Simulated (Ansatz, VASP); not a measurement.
Two plane-wave programs on CdSe

```
CELL_PARAMETERS angstrom
0.00000 3.00309 3.00309
3.00309 0.00000 3.00309
3.00309 3.00309 0.00000
ATOMIC_POSITIONS crystal
Cd 0.00000 0.00000 0.00000
Se 0.25000 0.25000 0.25000
```

Alike in both runs: functional PBE; k mesh 11 × 11 × 11; occupations fermi-dirac, width 0.05 eV; no spin polarisation.

Ansatz relaxed the structure, and its values are those at the end. VASP's run is a single point on that final structure, the one shown.

```csv
,VASP,Ansatz
version,VASP 6.6.1,Ansatz 0.2.0
potentials or method,"VASP PAW PBE potentials, release 64 (Cd, Se)","PAW with Ansatz's default frozen-core files, scalar-relativistic"
plane-wave cutoff (eV),520,420
valence electrons in the cell,18,36
```

```csv
,VASP,Ansatz,Ansatz less VASP
pressure (GPa),5.6,5.2,-0.38
```

The two sets of potentials don't hold the same shells in valence.
